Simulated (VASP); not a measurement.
# InAs (Fm-3m) in VASP: further runs

One crystal, InAs, is run at these levels: PBE, HSE06; tasks: single point.

All numbers are computed with VASP 6.6.1; they aren't measurements. Logs are shortened: lines on timing, memory, paths and dates and some standing lists are left out, and cuts for length are marked.

## 1. Starting point

It takes space group Fm-3m (No. 225, cubic). The conventional cell has a = 5.755 Å, b = 5.755 Å, c = 5.755 Å, α = 90.00°, β = 90.00°, γ = 90.00°. In (site symmetry m-3m) has 6 As at 2.88 Å as nearest neighbours. As (site symmetry m-3m) has 6 In at 2.88 Å as nearest neighbours.

Measurements of this composition are mostly on another form, of space group No. 216.

## 2. Single point, PBE

Contents of INCAR:

```
SYSTEM = InAs
  PREC = Accurate
  ENCUT = 450
  EDIFF = 1E-6
  ISMEAR = 0
  SIGMA = 0.02
  LREAL = .FALSE.
  LASPH = .TRUE.
  NELM = 80
  ALGO = Normal
  ISIF = 2
  LWAVE = .FALSE.
  LCHARG = .FALSE.
  GGA = PE
```

Contents of KPOINTS:

```
Automatic mesh
0
G
  5 5 5
  0 0 0
```

Contents of POSCAR:

```
InAs
1.0
    0.0000000000      2.8773040000      2.8773040000
    2.8773040000      0.0000000000      2.8773040000
    2.8773040000      2.8773040000      0.0000000000
In As
1 1
Direct
    0.5000000000      0.5000000000      0.5000000000
    0.0000000000      0.0000000000      0.0000000000
```

Potentials or basis: VASP PAW PBE potentials, release 64 (In_d_GW, As_GW).

The run is started by

```bash
cat potpaw_PBE.64/In_d_GW/POTCAR potpaw_PBE.64/As_GW/POTCAR > POTCAR
mpirun -np 1 vasp_std > vasp.out
```

OUTCAR:

```text
SYSTEM = InAs
   PREC = Accurate
   ENCUT = 450
   EDIFF = 1E-6
   ISMEAR = 0
   LREAL = .FALSE.
   LASPH = .TRUE.
   NELM = 80
   ISIF = 2
   GGA = PE

 ion  position               nearest neighbor table
   1  0.500  0.500  0.500-   2 2.88   2 2.88   2 2.88   2 2.88   2 2.88   2 2.88
   2  0.000  0.000  0.000-   1 2.88   1 2.88   1 2.88   1 2.88   1 2.88   1 2.88

  LATTYP: Found a face centered cubic cell.
 ALAT       =     5.7546080000

  Lattice vectors:

 A1 = (   0.0000000000,   2.8773040000,   2.8773040000)
 A2 = (   2.8773040000,   0.0000000000,   2.8773040000)
 A3 = (   2.8773040000,   2.8773040000,   0.0000000000)

Analysis of symmetry for initial positions (statically):
=====================================================================
 Subroutine PRICEL returns:
 Original cell was already a primitive cell.

 Routine SETGRP: Setting up the symmetry group for a
 face centered cubic supercell.

 Subroutine GETGRP returns: Found 48 space group operations
 (whereof 48 operations were pure point group operations)
 out of a pool of 48 trial point group operations.

The static configuration has the point symmetry O_h .

Analysis of symmetry for dynamics (positions and initial velocities):
=====================================================================
 Subroutine PRICEL returns:
 Original cell was already a primitive cell.

 Routine SETGRP: Setting up the symmetry group for a
 face centered cubic supercell.

 Subroutine GETGRP returns: Found 48 space group operations
 (whereof 48 operations were pure point group operations)
 out of a pool of 48 trial point group operations.

The dynamic configuration has the point symmetry O_h .

 Subroutine INISYM returns: Found 48 space group operations
 (whereof 48 operations are pure point group operations),
 and found     1 'primitive' translations

----------------------------------------------------------------------------------------

                                     Primitive cell

  volume of cell :      47.6417

  direct lattice vectors                    reciprocal lattice vectors
     0.000000000  2.877304000  2.877304000    -0.173773783  0.173773783  0.173773783
     2.877304000  0.000000000  2.877304000     0.173773783 -0.173773783  0.173773783
     2.877304000  2.877304000  0.000000000     0.173773783  0.173773783 -0.173773783

  length of vectors
     4.069122340  4.069122340  4.069122340     0.300985021  0.300985021  0.300985021

  position of ions in fractional coordinates (direct lattice)
     0.500000000  0.500000000  0.500000000
     0.000000000  0.000000000  0.000000000

  ion indices of the primitive-cell ions
   primitive index   ion index
                 1           1
                 2           2

----------------------------------------------------------------------------------------

 KPOINTS: Automatic mesh

Automatic generation of k-mesh.
 Grid dimensions read from file:
 generate k-points for:    5    5    5

 Generating k-lattice:

  Cartesian coordinates                     Fractional coordinates (reciprocal lattice)
    -0.034754757  0.034754757  0.034754757     0.200000000  0.000000000  0.000000000
     0.034754757 -0.034754757  0.034754757     0.000000000  0.200000000  0.000000000
     0.034754757  0.034754757 -0.034754757     0.000000000  0.000000000  0.200000000

  Length of vectors
     0.060197004  0.060197004  0.060197004

  Shift w.r.t. Gamma in fractional coordinates (k-lattice)
     0.000000000  0.000000000  0.000000000

 Subroutine IBZKPT returns following result:
 ===========================================

 Found     10 irreducible k-points:

 Following reciprocal coordinates:
            Coordinates               Weight
  0.000000  0.000000  0.000000      1.000000
  0.200000  0.000000  0.000000      8.000000
  0.400000  0.000000  0.000000      8.000000
  0.200000  0.200000  0.000000      6.000000
  0.400000  0.200000  0.000000     24.000000
 -0.400000  0.200000  0.000000     24.000000
 -0.200000  0.200000  0.000000     12.000000
  0.400000  0.400000  0.000000      6.000000
 -0.400000  0.400000  0.000000     12.000000
 -0.400000  0.400000  0.200000     24.000000
   k-points           NKPTS =     10   k-points in BZ     NKDIM =     10   number of bands    NBANDS=     13
   number of dos      NEDOS =    301   number of ions     NIONS =      2
   total plane-waves  NPLWV =  21952
   dimension x,y,z NGX =    28 NGY =   28 NGZ =   28
   dimension x,y,z NGXF=    56 NGYF=   56 NGZF=   56
   ions per type =               1   1
   NGX,Y,Z   is equivalent  to a cutoff of  11.44, 11.44, 11.44 a.u.
   NGXF,Y,Z  is equivalent  to a cutoff of  22.88, 22.88, 22.88 a.u.
 SYSTEM =  InAs
   PREC   = accura    normal or accurate (medium, high low for compatibility)
   ISTART =      0    job   : 0-new  1-cont  2-samecut
   ICHARG =      2    charge: 1-file 2-atom 10-const
   ISPIN  =      1    spin polarized calculation?
   LNONCOLLINEAR =      F non collinear calculations
   LSORBIT =      F    spin-orbit coupling
   LASPH  =      T    aspherical Exc in radial PAW
   ENCUT  =  450.0 eV  33.07 Ry    5.75 a.u.   7.04  7.04  7.04*2*pi/ulx,y,z
   NELM   =     80;   NELMIN=  2; NELMDL= -5     # of ELM steps
   EDIFF  = 0.1E-05   stopping-criterion for ELM
   LREAL  =      F    real-space projection
   EDIFFG = 0.1E-04   stopping-criterion for IOM
   NSW    =      0    number of steps for IOM
   IBRION =     -1    ionic relax: 0-MD 1-quasi-New 2-CG
   NFREE  =      0    steps in history (QN), initial steepest desc. (CG)
   ISIF   =      2    stress and relaxation
   ISYM   =      2    0-nonsym 1-usesym 2-fastsym
   POTIM  = 0.5000    time-step for ionic-motion
   TEBEG  =    0.0;   TEEND  =   0.0 temperature during run
   PSTRESS=    0.0 pullay stress
   NELECT =      18.0000    total number of electrons
   NUPDOWN=      -1.0000    fix difference up-down
   EMIN   =  10.00;   EMAX   =-10.00  energy-range for DOS
   EFERMI =   0.00;   METHOD = LEGACY
   ISMEAR =     0;   SIGMA  =   0.02  broadening in eV -4-tet -1-fermi 0-gaus
   EFERMI_NEDOS =   21; number of points for ismear=-14 and -15
   IALGO  =     38    algorithm
   IMIX   =      4    mixing-type and parameters
     AMIX     =   0.40;   BMIX     =  1.00
     AMIX_MAG =   1.60;   BMIX_MAG =  1.00
  volume/ion in A,a.u.               =      23.82       160.75
  Fermi-wavevector in a.u.,A,eV,Ry     =   1.183505  2.236499 19.057448  1.400683
  Thomas-Fermi vector in A             =   2.319738
   LORBIT       =      0    0 simple, 1 ext, 2 COOP (PROOUT), +10 PAW based schemes
   GGA     = PE    functional components
   LHFCALC =     F    Hartree Fock is set to
   AEXX    =    0.0000 exact exchange contribution
   IVDW    =     0    specifies the selected vdW correction
   LEPSILON=     F    determine dielectric tensor
   LRPA    =     F    only Hartree local field effects (RPA)
 non-spin polarized calculation
 Gauss-broadening in eV      SIGMA  =   0.02
  energy-cutoff  :      450.00
  volume of cell :       47.64
 maximum number of plane-waves:      1043
   NGX = 15   NGY = 15   NGZ = 15

 number of electron      18.0000007 magnetization

 Free energy of the ion-electron system (eV)
  ---------------------------------------------------
  ext. energy  EPLUGINS =         0.00000000
  ---------------------------------------------------
  free energy    TOTEN  =        -7.30621879 eV

  energy without entropy =       -7.30479222  energy(sigma->0) =       -7.30550550

 E-fermi :   4.9006     XC(G=0): -10.1021

 val. band max:        4.8984089295   @ k =   0.4000   0.0000   0.0000
 cond. band min:       5.1180129676   @ k =  -0.2000   0.2000   0.0000
 fundamental gap:      0.2196040381
 Fermi energy:         4.9006335559

 k-point     1 :       0.0000    0.0000    0.0000
  band No.  band energies     occupation
      1      -9.6104      2.00000
      2      -9.6104      2.00000
      3      -9.5920      2.00000
      4      -9.5920      2.00000
      5      -9.5920      2.00000
      6      -7.3204      2.00000
      7       4.0940      2.00000
      8       4.5810      2.00000
      9       4.5810      2.00000
     10       4.5810      2.00000
     11      11.9341      0.00000
     12      11.9359      0.00000
     13      11.9371      0.00000

 k-point     2 :       0.2000    0.0000    0.0000
  band No.  band energies     occupation
      1      -9.6260      2.00000
      2      -9.6260      2.00000
      3      -9.5928      2.00000
      4      -9.5743      2.00000
      5      -9.5743      2.00000
      6      -6.8978      2.00000
      7       1.2409      2.00000
      8       4.6570      2.00000
      9       4.6570      2.00000
     10       6.6534      0.00000
     11      10.0830      0.00000
     12      10.0948      0.00000
     13      10.0948      0.00000

 k-point     3 :       0.4000    0.0000    0.0000
  band No.  band energies     occupation
      1      -9.6544      2.00000
      2      -9.6544      2.00000
      3      -9.5966      2.00000
      4      -9.5429      2.00000
      5      -9.5429      2.00000
      6      -5.9019      2.00000
      7      -1.2917      2.00000
      8       4.8984      1.12500
      9       4.8984      1.12500
     10       6.9368      0.00000
     11       8.2951      0.00000
     12       8.2951      0.00000
     13       9.2456      0.00000
[... 81 lines left out ...]
 k-point     9 :      -0.4000    0.4000    0.0000
  band No.  band energies     occupation
      1      -9.8231      2.00000
      2      -9.6099      2.00000
      3      -9.5988      2.00000
      4      -9.5309      2.00000
      5      -9.5210      2.00000
      6      -4.8031      2.00000
      7       0.0802      2.00000
      8       0.4150      2.00000
      9       2.9599      2.00000
     10       4.2163      2.00000
     11       9.7940      0.00000
     12      12.1055      0.00000
     13      12.9012      0.00000

 k-point    10 :      -0.4000    0.4000    0.2000
  band No.  band energies     occupation
      1      -9.7776      2.00000
      2      -9.6191      2.00000
      3      -9.5903      2.00000
      4      -9.5556      2.00000
      5      -9.5228      2.00000
      6      -5.0362      2.00000
      7      -0.4393      2.00000
      8       1.6183      2.00000
      9       2.0041      2.00000
     10       6.4355      0.00000
     11       9.0359      0.00000
     12      10.7844      0.00000
     13      12.5394      0.00000

------------------------ aborting loop because EDIFF is reached ----------------------------------------

  FORCE on cell =-STRESS in cart. coord.  units (eV):
  Direction    XX          YY          ZZ          XY          YZ          ZX
  --------------------------------------------------------------------------------------
  -------------------------------------------------------------------------------------
  Total       -0.0479746     -0.0479746     -0.0479746      0.0000000      0.0000000     -0.0000000
  in kB       -1.6133727     -1.6133727     -1.6133727      0.0000000      0.0000000     -0.0000000
  external PRESSURE =      -1.6133727 kB  Pullay stress =       0.0000000 kB

 VOLUME and BASIS-vectors are now :
 -----------------------------------------------------------------------------
  energy-cutoff  :      450.00
  volume of cell :       47.64
      direct lattice vectors                 reciprocal lattice vectors
     0.000000000  2.877304000  2.877304000    -0.173773783  0.173773783  0.173773783
     2.877304000  0.000000000  2.877304000     0.173773783 -0.173773783  0.173773783
     2.877304000  2.877304000  0.000000000     0.173773783  0.173773783 -0.173773783

 POSITION                                       TOTAL-FORCE (eV/Angst)
 -----------------------------------------------------------------------------------
      2.87730      2.87730      2.87730         0.000000     -0.000000     -0.000000
      0.00000      0.00000      0.00000        -0.000000      0.000000      0.000000
 -----------------------------------------------------------------------------------
    total drift:                                0.000000      0.000000      0.000000

  FREE ENERGIE OF THE ION-ELECTRON SYSTEM (eV)
  ---------------------------------------------------
  free  energy   TOTEN  =        -7.3062187859 eV

  energy  without entropy=       -7.3047922215  energy(sigma->0) =       -7.30550550
```

Wall time 6.8 s (1 thread of Intel Xeon Platinum 8488C (Sapphire Rapids), shared host); peak memory 0.16 GiB.

Results:

```yaml
Free_energy: -7.3062 eV
Pressure: -0.2 GPa
Band_gap_on_the_k_mesh: none (metal or under the smearing width)
```

Levels at points of the mesh, in eV from the Fermi level:
| k point | band 5 | band 6 | band 7 | band 8 | band 9 | band 10 | band 11 | band 12 | band 13 |
| --- | --- | --- | --- | --- | --- | --- | --- | --- | --- |
| (0.00, 0.00, 0.00) | -14.49 | -12.22 | -0.81 | -0.32 | -0.32 | -0.32 | 7.03 | 7.04 | 7.04 |

Caveat: the k mesh is coarse (spacing up to 0.38 Å⁻¹), so the values aren't converged.

[end of part 1 of 2]
